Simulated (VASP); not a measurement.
# GaN (P6_3mc): a series in uniaxial stress along [0001]

Wanted: the response of GaN to uniaxial stress along [0001], as a table, with a fit that predicts a row left out.

Main program and level: VASP 6.6.1; LDA; plane waves and PAW (Ga_d, N), in the first sound run; inputs show where later runs differ.

## 1. Starting point

It takes space group P6_3mc (No. 186, hexagonal). Conventional cell: a = 3.189 Å, b = 3.189 Å, c = 5.185 Å, α = 90.00°, β = 90.00°, γ = 120.00°. Nearest to Ga lie 4 N at 1.95 Å. Nearest to N lie 4 Ga at 1.95 Å. Farther neighbours and most contacts between anions are not listed.

## 2. Relax the crystal, LDA

The series starts from the cell that this level prefers, so that zero strain is near zero stress.

This step took 2 runs in a row; the last is shown.

Level: LDA; plane waves and PAW (Ga_d, N).

The input, INCAR:

```
SYSTEM = GaN
PREC = Accurate
ENCUT = 600
EDIFF = 1E-07
NELM = 120
ISMEAR = 0
SIGMA = 0.02
LREAL = .FALSE.
ALGO = Normal
GGA = CA
NBANDS = 24
LASPH = .TRUE.
LORBIT = 11
LWAVE = .FALSE.
LCHARG = .FALSE.
KPAR = 8
IBRION = 2
NSW = 40
ISIF = 3
EDIFFG = -0.005
POTIM = 0.4
```

The input, POSCAR:

```
GaN
1.0
    3.1569863175      0.0000000000      0.0000000000
   -1.5784931588      2.7340303507      0.0000000000
    0.0000000000      0.0000000000      5.1462929222
Ga N
2 2
Direct
    0.3333333333      0.6666666667      0.0002840337
    0.6666666667      0.3333333333      0.5002840337
    0.3333333333      0.6666666667      0.3767159663
    0.6666666667      0.3333333333      0.8767159663
```

The input, KPOINTS:

```
Automatic mesh
0
Gamma
11 11 6
0 0 0
```

PAW data sets: Ga_d and N (LDA family, release 64).

On the command line:

```
$ mpirun -np 8 vasp_std
```

Output:

```text
[banner, memory and clock lines left out]
running    8 mpi-ranks, on    1 nodes
[...]
|                                                                             |
|           W    W    AA    RRRRR   N    N  II  N    N   GGGG   !!!           |
|           W    W   A  A   R    R  NN   N  II  NN   N  G    G  !!!           |
|           W    W  A    A  R    R  N N  N  II  N N  N  G       !!!           |
|           W WW W  AAAAAA  RRRRR   N  N N  II  N  N N  G  GGG   !            |
|           WW  WW  A    A  R   R   N   NN  II  N   NN  G    G                |
|           W    W  A    A  R    R  N    N  II  N    N   GGGG   !!!           |
|                                                                             |
|     For optimal performance we recommend to set                             |
|       NCORE = 2 up to number-of-cores-per-socket                            |
|     NCORE specifies how many cores store one orbital (NPAR=cpu/NCORE).      |
|     This setting can greatly improve the performance of VASP for DFT.       |
[...]
|     Unfortunately you need to use the default for GW and RPA                |
|     calculations (for HF NCORE is supported but not extensively tested      |
|     yet).                                                                   |
|                                                                             |

 LDA part: xc-table for (Slater(with rela. corr.)+CA(PZ))
 , standard interpolation
 POSCAR, INCAR and KPOINTS ok, starting setup
[...]
entering main loop
       N       E                     dE             d eps       ncg     rms          rms(c)
DAV:   1     0.288841831629E+03    0.28884E+03   -0.19784E+04  3304   0.308E+03
DAV:   2     0.410890412685E+01   -0.28473E+03   -0.27190E+03  3328   0.555E+02
DAV:   3    -0.310434465428E+02   -0.35152E+02   -0.34797E+02  3760   0.150E+02
DAV:   4    -0.320413851907E+02   -0.99794E+00   -0.99632E+00  3664   0.283E+01
[...]
DAV:  17    -0.279114099440E+02    0.34772E-05   -0.71417E-06  5096   0.255E-02    0.881E-03
DAV:  18    -0.279114096128E+02    0.33115E-06   -0.15179E-06  4936   0.113E-02    0.277E-03
DAV:  19    -0.279114095734E+02    0.39421E-07   -0.15612E-07  2080   0.356E-03
   1 F= -.27911410E+02 E0= -.27911410E+02  d E =-.279114E+02
[...]
reached required accuracy - stopping structural energy minimisation
```

The job ended after 14 s (8 MPI ranks of Intel Xeon 6975P-C (Granite Rapids), shared host; peak memory 1.7 GiB).

The logs omit lines about the potential files and the build; timing stands in the text.

Parts of OUTCAR (step 2):

```text
  Total        0.0055260      0.0055260      0.0109272     -0.0000000     -0.0000000     -0.0000000
  in kB        0.1993200      0.1993200      0.3941386     -0.0000000     -0.0000000     -0.0000000
  external PRESSURE =       0.2642596 kB  Pullay stress =       0.0000000 kB

 POSITION                                       TOTAL-FORCE (eV/Angst)
 -----------------------------------------------------------------------------------
     -0.00000      1.82269      0.00146         0.000000     -0.000000      0.000813
      1.57849      0.91134      2.57461        -0.000000      0.000000      0.000813
     -0.00000      1.82269      1.93869         0.000000     -0.000000     -0.000813
      1.57849      0.91134      4.51184        -0.000000     -0.000000     -0.000813
 -----------------------------------------------------------------------------------
    total drift:                               -0.000000     -0.000000      0.000639

  FREE ENERGIE OF THE ION-ELECTRON SYSTEM (eV)
  ---------------------------------------------------
  free  energy   TOTEN  =       -27.9114095734 eV

  energy  without entropy=      -27.9114095734  energy(sigma->0) =      -27.91140957

 reached required accuracy - stopping structural energy minimisation

[... 3 further parts left out ...]
[key lines of the parts left out:]
E-fermi :   5.5396
```

This run gave:

```
energy(sigma→0) of the program : -27.9114 eV
stress, compression positive   : xx, yy, zz 0.02, 0.02, 0.04 GPa
volume                         : 44.419 Å³
ionic steps                    : 1
```

## 3. Strain across the axis, LDA

One member in full: the axis is strained by -1.5 %, and the two directions across it are strained alike until their mean stress is under 0.012 GPa or five steps are spent.

This step took 3 runs, each at a new trial strain with the atoms of the one before; the last is shown.

Level: LDA; plane waves and PAW (Ga_d, N).

Changes to INCAR since step 2:

```diff
@@ -15,7 +15,7 @@
 LCHARG = .FALSE.
-KPAR = 8
-IBRION = 2
-NSW = 40
-ISIF = 3
-EDIFFG = -0.005
-POTIM = 0.4
+KPAR = 2
+IBRION = 1
+NSW = 25
+ISIF = 2
+EDIFFG = -0.004
+POTIM = 0.3
```

The input, POSCAR:

```
GaN
1.0
    3.1669084380      0.0000000000      0.0000000000
   -1.5834542190      2.7426231590      0.0000000000
    0.0000000000      0.0000000000      5.0690985280
Ga N
2 2
Direct
    0.3333333333      0.6666666667      0.9986714763
    0.6666666667      0.3333333333      0.4986714763
    0.3333333333      0.6666666667      0.3783285237
    0.6666666667      0.3333333333      0.8783285237
```

KPOINTS is that of step 2.

On the command line:

```
$ mpirun -np 2 vasp_std
```

Output:

```text
[banner, memory and clock lines left out]
running    2 mpi-ranks, on    1 nodes
[...]
LDA part: xc-table for (Slater(with rela. corr.)+CA(PZ))
 , standard interpolation
 POSCAR, INCAR and KPOINTS ok, starting setup
[...]
entering main loop
       N       E                     dE             d eps       ncg     rms          rms(c)
DAV:   1     0.287699568545E+03    0.28770E+03   -0.19631E+04  3312   0.307E+03
DAV:   2     0.318960629457E+01   -0.28451E+03   -0.27142E+03  3368   0.554E+02
DAV:   3    -0.310459171066E+02   -0.34236E+02   -0.33934E+02  3608   0.150E+02
DAV:   4    -0.320705472718E+02   -0.10246E+01   -0.10225E+01  3752   0.287E+01
[...]
DAV:  18    -0.278993166815E+02    0.58652E-06   -0.10401E-06  4656   0.908E-03    0.636E-03
DAV:  19    -0.278993165357E+02    0.14572E-06   -0.19982E-07  2144   0.404E-03    0.415E-03
DAV:  20    -0.278993164861E+02    0.49629E-07   -0.15875E-07  2480   0.244E-03
   1 F= -.27899316E+02 E0= -.27899316E+02  d E =-.278993E+02
 BRION: g(F)=  0.157E-05 g(S)=  0.000E+00
 reached required accuracy - stopping structural energy minimisation
```

Elapsed: 32 s, on 2 MPI ranks; peak memory 0.38 GiB; 60 s of CPU time.

From OUTCAR (step 3):

```text
  Total       -0.0005680     -0.0005680      1.5310319      0.0000000      0.0000000     -0.0000000
  in kB       -0.0206677     -0.0206677     55.7137576      0.0000000      0.0000000     -0.0000000
  external PRESSURE =      18.5574741 kB  Pullay stress =       0.0000000 kB

 POSITION                                       TOTAL-FORCE (eV/Angst)
 -----------------------------------------------------------------------------------
     -0.00000      1.82842      5.06236         0.000000      0.000000     -0.003677
      1.58345      0.91421      2.52781        -0.000000     -0.000000     -0.003677
     -0.00000      1.82842      1.91778         0.000000     -0.000000      0.003677
      1.58345      0.91421      4.45233         0.000000      0.000000      0.003677
 -----------------------------------------------------------------------------------
    total drift:                               -0.000000     -0.000000      0.000874

  FREE ENERGIE OF THE ION-ELECTRON SYSTEM (eV)
  ---------------------------------------------------
  free  energy   TOTEN  =       -27.8993164861 eV

  energy  without entropy=      -27.8993164861  energy(sigma->0) =      -27.89931649

[... 2 parts as in an earlier step ...]

[... 2 further parts left out ...]
[key lines of the parts left out:]
E-fermi :   5.6413
```

Numbers from this step:

| Property | Result |
| --- | --- |
| energy(sigma→0) of the program | -27.8993 eV |
| stress, compression positive | xx, yy, zz 0.00, 0.00, 5.57 GPa |
| ionic steps | 1 |

## 4. Band edges, TB-mBJ with spin-orbit coupling

Short lines in KPOINTS_OPT sample the zone centre along and across the axis, for masses, and the other valleys.

Level: TB-mBJ, spin-orbit coupling; plane waves and PAW (Ga_d, N).

TB-mBJ has no energy functional, so the total energy, stress and pressure in this output mean nothing.

The input, INCAR:

```
SYSTEM = GaN
PREC = Accurate
ENCUT = 600
EDIFF = 1E-06
NELM = 150
ISMEAR = 0
SIGMA = 0.02
LREAL = .FALSE.
ALGO = Normal
METAGGA = MBJ
LASPH = .TRUE.
LNONCOLLINEAR = .TRUE.
MAGMOM = 0 0 0 0 0 0 0 0 0 0 0 0
NBANDS = 46
GGA_COMPAT = .FALSE.
LSORBIT = .TRUE.
LWAVE = .FALSE.
LCHARG = .FALSE.
KPAR = 2
```

POSCAR is that of step 3.

The input, KPOINTS:

```
Automatic mesh
0
Gamma
9 9 5
0 0 0
```

The input, KPOINTS_OPT:

```
Line mode
6
Line-mode
Reciprocal
  0.00000000   0.00000000   0.00000000
  0.00000000   0.00000000   0.04033860

  0.00000000   0.00000000   0.00000000
 -0.02520146   0.01260073   0.00000000

  0.50000000   0.00000000   0.00000000
  0.50000000   0.00000000   0.50000000

  0.33333333   0.33333333   0.00000000
  0.33333333   0.33333333   0.50000000
```

On the command line:

```
$ mpirun -np 2 vasp_ncl
```

Output:

```text
[banner, memory and clock lines left out]
running    2 mpi-ranks, on    1 nodes
[...]
|                                                                             |
|               ----> ADVICE to this user running VASP <----                  |
|                                                                             |
|     You enforced a specific xc type in the INCAR file but a different       |
|     [... a line on the potential file left out ...]
|     I HOPE YOU KNOW WHAT YOU ARE DOING!                                     |
|                                                                             |

 LDA part: xc-table for (None), standard interpolation
 POSCAR, INCAR and KPOINTS ok, starting setup
[...]
entering main loop
       N       E                     dE             d eps       ncg     rms          rms(c)
DAV:   1     0.388232398599E+03    0.38823E+03   -0.17612E+04  6158   0.315E+03
DAV:   2     0.228024917790E+02   -0.36543E+03   -0.34432E+03  5640   0.761E+02
DAV:   3    -0.603201530700E+02   -0.83123E+02   -0.80609E+02  6408   0.237E+02
DAV:   4    -0.670075231043E+02   -0.66874E+01   -0.66197E+01  6836   0.698E+01
[...]
DAV:  42    -0.588841323000E+02   -0.25557E-05   -0.43152E-11  3084   0.743E-05    0.119E-05
DAV:  43    -0.588841422836E+02   -0.99836E-05   -0.28110E-11  3072   0.559E-05    0.220E-06
DAV:  44    -0.588841430671E+02   -0.78346E-06   -0.15973E-11  3060   0.439E-05
   1 F= -.58884143E+02 E0= -.58884143E+02  d E =-.243585E-25  mag=     0.0000     0.0000    -0.0000
 Start KPOINTS_OPT (optional k-point list driver)
k-point batch [1-24\24]
       N       E                     dE             ncg
DAV:   1     0.800146827071E+04   -0.11004E+05     2544
DAV:   2    -0.815063267687E+03   -0.88165E+04     2240
DAV:   3    -0.256740449798E+04   -0.17523E+04     2566
DAV:   4    -0.268484194553E+04   -0.11744E+03     2540
DAV:   5    -0.268943428575E+04   -0.45923E+01     3044
DAV:   6    -0.268953214296E+04   -0.97857E-01     2756
DAV:   7    -0.268953486877E+04   -0.27258E-02     3124
DAV:   8    -0.268953490098E+04   -0.32212E-04     2802
DAV:   9    -0.268953490157E+04   -0.59529E-06     1856
```

Run time: 8.6 min. Hardware: 2 MPI ranks; peak memory 1.2 GiB; 17 min of CPU time.

Parts of OUTCAR (step 4):

```text
  LATTYP: Found a hexagonal cell.
 ALAT       =     3.1669084380
 C/A-ratio  =     1.6006457488

 Subroutine GETGRP returns: Found 12 space group operations
 (whereof  6 operations were pure point group operations)

The static configuration has the point symmetry C_3v.
 The point group associated with its full space group is C_6v.

 Found     60 irreducible k-points:

   k-points           NKPTS =     60   k-points in BZ     NKDIM =     60   number of bands    NBANDS=     46

   dimension x,y,z NGX =    28 NGY =   28 NGZ =   40
   dimension x,y,z NGXF=    56 NGYF=   56 NGZF=   80

   ENCUT  =  600.0 eV  44.10 Ry    6.64 a.u.   6.33  6.33 10.12*2*pi/ulx,y,z

   NELECT =      36.0000    total number of electrons

 E-fermi :   6.4332

 k-point     1 :       0.0000    0.0000    0.0000
  band No.  band energies     occupation
    ...
     32       6.2337      1.00000
     33       6.2352      1.00000
     34       6.2352      1.00000
     35       6.2939      1.00000
     36       6.2939      1.00000
     37       9.6121      0.00000
     38       9.6121      0.00000
     39      12.0099      0.00000
     40      12.0099      0.00000
     41      17.2714      0.00000
    ...

 k-point     2 :       0.1111   -0.0000    0.0000
  band No.  band energies     occupation
    ...
     32       5.4443      1.00000
     33       6.1278      1.00000
     34       6.1336      1.00000
     35       6.1620      1.00000
     36       6.1760      1.00000
     37      10.3683      0.00000
     38      10.3718      0.00000
     39      12.6785      0.00000
     40      12.6933      0.00000
     41      16.6625      0.00000
    ...

  Total     -226.9858086   -226.9858086   -225.4394881      0.0000000      0.0000000      0.0000000
  in kB    -8259.9403125  -8259.9403139  -8203.6702101      0.0000000      0.0000000      0.0000000
  external PRESSURE =   -8241.1836121 kB  Pullay stress =       0.0000000 kB

 POSITION                                       TOTAL-FORCE (eV/Angst)
 -----------------------------------------------------------------------------------
     -0.00000      1.82842      5.06236        -0.000000      0.000000      0.259227
      1.58345      0.91421      2.52781         0.000000      0.000000      0.259227
     -0.00000      1.82842      1.91778        -0.000000      0.000000     -0.259227
      1.58345      0.91421      4.45233         0.000000      0.000000     -0.259227
 -----------------------------------------------------------------------------------
    total drift:                               -0.000000      0.000000      1.528161

  FREE ENERGIE OF THE ION-ELECTRON SYSTEM (eV)
  ---------------------------------------------------
  free  energy   TOTEN  =       -58.8841430671 eV

  energy  without entropy=      -58.8841430671  energy(sigma->0) =      -58.88414307

 Spin-Orbit-Coupling matrix elements
 Ion:    1  E_soc:     -0.0096950
 Ion:    2  E_soc:     -0.0096950
 Ion:    3  E_soc:     -0.0000789
 Ion:    4  E_soc:     -0.0000789

[... 1 part as in an earlier step ...]

[... 7 further parts left out ...]
```

## 5. The whole series

Runs beyond LDA use the data sets made with LDA; this shifts their levels slightly, and their total energies have another zero (at TB-mBJ, which has no energy functional, they mean nothing).

The other members went through these steps as far as the tables show, with the same cutoff and, step by step, the same mesh; 27 runs are not shown. The session took 3.4 core hours (wall time by ranks) on a shared machine.

| strain along the axis (%) | strain across the axis (%) | stress along the axis, tension positive (GPa) | energy above the unstrained row (meV/atom) | gap on the mesh, LDA (eV) |
| --- | --- | --- | --- | --- |
| -2.000 | 0.428 | -7.376 | 5.311 | 2.178 |
| -1.500 | 0.314 | -5.571 | 3.025 | 2.178 |
| -1.000 | 0.209 | -3.727 | 1.377 | 2.174 |
| -0.500 | 0.105 | -1.883 | 0.369 | 2.155 |
| 0 | 0.004 | -0.034 | 0.000 | 2.113 |
| 0.500 | -0.095 | 1.801 | 0.267 | 2.069 |
| 1.000 | -0.190 | 3.631 | 1.167 | 2.023 |
| 1.500 | -0.281 | 5.469 | 2.663 | 1.976 |
| 2.000 | -0.368 | 7.292 | 4.824 | 1.926 |

Slopes at zero strain, from cubics through all rows: strain ratio -0.199, stress over strain 369 GPa.

Band edges at TB-mBJ with spin-orbit coupling, counted from the valence-band top at Γ, spin-orbit pairs averaged, with one row partly withheld:

| strain along the axis (%) | gap (eV) | conduction band at Γ (eV) | lowest conduction level on M–L (eV) | second valence level below the top (eV) | third valence level below the top (eV) |
| --- | --- | --- | --- | --- | --- |
| -2.000 | 3.322 | 3.323 | 5.644 | 0.091 | 0.092 |
| -1.500 | 3.318 | 3.318 | 5.636 | 0.059 | 0.060 |
| -1.000 | 3.310 | 3.310 | 5.626 | 0.027 | 0.029 |
| -0.500 | 3.298 | 3.298 | 5.613 | 0.000 | 0.008 |
| 0 | 3.257 | 3.257 | 5.571 | 0.002 | 0.039 |
| 0.500 | 3.215 | 3.215 | 5.529 | 0.002 | 0.073 |
| 1.000 | 3.171 | 3.171 | 5.486 | 0.003 | 0.107 |
| 1.500 | ? | ? | 5.442 | 0.003 | 0.141 |
| 2.000 | 3.077 | 3.077 | 5.397 | 0.003 | 0.175 |

Conduction masses, in electron masses:

| strain along the axis (%) | conduction mass at Γ, along the strain axis or the normal of the plane | conduction mass at Γ, across the strain axis or in the plane |
| --- | --- | --- |
| -2.000 | 0.244 | 0.253 |
| -1.500 | 0.240 | 0.254 |
| -1.000 | 0.237 | 0.255 |
| -0.500 | 0.231 | 0.254 |
| 0 | 0.231 | 0.255 |
| 0.500 | 0.226 | 0.256 |
| 1.000 | 0.220 | 0.254 |
| 1.500 | 0.217 | 0.254 |
| 2.000 | 0.213 | 0.255 |

## 6. Working out the slope

The quantity to fit is the conduction level at Γ above the mean of the three top valence levels at TB-mBJ with spin-orbit coupling: 3.384, 3.358, 3.329, 3.301, 3.271, 3.240, 3.207, 3.136 eV in the rows shown.

A least-squares parabola through the 8 rows shown, with e the strain in %: E = − 0.002751 e² − 0.06167 e + 3.271 (eV), r.m.s. residual 4.7e-4 eV.

For the withheld row, e = 1.5, the fit gives 3.1724 eV.

## 7. Prediction against calculation

The calculation gives 3.1728 eV, so the prediction is 0.0004 eV too low.

## 8. Summary of results

```yaml
poisson_ratio: 0.199
young_s_modulus_along_the_axis: 369 GPa
gap_of_the_unstrained_cell_tb_mbj_with_spin_orbit_coupling: 3.26 eV
slope_at_zero_strain_of_the_conduction_level_at_gamma_above_the_mean_of_the_three_top_valence_levels_tb_mbj_with_spin_orbit_coupling: -62 meV per %
error_of_the_predicted_row: -0.4 meV
```

What this shows: As a check, the curvature of the energy gives 364 GPa for the same modulus (energy per volume = E/2 × strain²), 1 % from the slope of the stress. The energy also has a linear term worth 0.15 GPa that the stress column lacks, a mark of the finite basis. At TB-mBJ with spin-orbit coupling the lowest conduction valley is Γ throughout, and the gap runs between 3.08 and 3.32 eV. Hole masses are left out throughout, since the top bands are degenerate or cross in many series; of conduction masses, those of the Γ, L and (for Si and Ge under (001) strain) Δ valleys are kept where they change by under an eighth between rows. A measured gap of unstrained GaN is 3.4 eV (arxiv:cond-mat/0412304, experimental optical band gap (direct, Gamma), temperature not given); the static gaps here belong to the lattice relaxed at LDA. TB-mBJ is a potential fitted for gaps; it has no energy functional, so its total energies and forces mean nothing, and its bands tend to come out too narrow. Temperature, zero-point motion and excitons are left out.

[Lines on the potential files, build, host, timing and source positions are cut from VASP's logs without a mark.]

[Logs are printed without paths, hosts, clocks, repeated set-up lines and the standing remarks that a program may print on its own settings, such as how far it seeks lower states.]

[Hosts, paths, dates, database ids (printed as entryN), source tags and the programs' standing remarks are cut or masked in the printed files.]

[In band tables of VASP the shares of atoms and orbitals are scaled to a sum of 1 inside the atoms' spheres.]
